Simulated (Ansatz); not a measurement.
Runs of Ansatz 0.2.0 on Br. The structure is orthorhombic, space group Cmce (No. 64). The conventional cell has a = 6.726 Å, b = 4.645 Å, c = 8.702 Å, α = 90.00°, β = 90.00°, γ = 90.00°. Around Br (site symmetry m) lie 1 Br at 2.29 Å. 

```csv
task,level,cell,k mesh,cutoff (eV),smearing,level,run kind,points for each segment of the path,N empty bands,ecut chi,gap on the mesh (eV),pressure (GPa),relaxed volume (Å³/atom),largest force (eV/Å)
band structure,r2SCAN,as given,6 × 6 × 4,500,fixed,r2scan,scf,-,-,-,(b),0.7,-,0.59
relaxation of cell and atoms,BLYP+D3(BJ),relaxed,7 × 7 × 3,420,fermi-dirac 0.05 eV,-,-,-,-,-,1.26,0.0,30.36,-
band structure,PBEsol,as given,7 × 7 × 3,420,fermi-dirac 0.05 eV,-,-,14,-,-,1.84,0.1,-,0.72
band structure,PBE0,as given,6 × 6 × 2,420,fixed,pbe0,scf,-,-,-,(c),-,-,(d)
relaxation of cell and atoms,BLYP+D4,relaxed,7 × 7 × 3,420,fermi-dirac 0.05 eV,-,-,-,-,-,1.27,0.0,30.75,-
band structure,PBEsol,as given,6 × 6 × 4,420,fixed,pbesol,scf,-,-,-,1.82,0.1,-,0.72
single point,PBE,as given,7 × 7 × 3,420,gaussian 0.03 eV,-,-,-,-,-,1.90,1.8,-,0.87
band structure,LDA,as given,7 × 7 × 3,420,fermi-dirac 0.05 eV,-,-,14,-,-,1.75,-1.2,-,0.69
band structure,LDA,as given,6 × 6 × 4,420,fixed,lda,scf,-,-,-,1.74,-1.2,-,0.69
band structure,B3LYP,as given,4 × 4 × 2,420,fermi-dirac 0.05 eV,-,-,4,-,-,3.40,-,-,(a)
band structure,HSE06,as given,4 × 4 × 2,420,fermi-dirac 0.05 eV,-,-,4,-,-,3.10,-,-,0.18
```

Alike in all rows: potentials or basis Ansatz PAW; no spin polarisation.

**Question.** Estimate the missing entries.

**Answer.** (a) 0.62; (b) 2.17; (c) 3.84; (d) 0.16.

Caveats: the PAW data sets come from PBE, with cores solved anew for the run's functional, which leaves a small shift of forces and pressure (some runs); the potentials were made for another functional, which shifts forces and pressure (some runs); the plane-wave basis is chosen anew once the cell has moved, so the energies of steps on either side of that aren't comparable (some runs); the volume moved by -11 % from the deposited cell, more than functionals usually miss (some runs); odd divisions of the mesh miss points on the zone boundary, where band edges often lie, so the gap on the mesh can be too wide (some runs).

A k mesh can miss the band edges, and the runs leave out spin-orbit coupling on Br.

Not every run made on this cell is shown here.
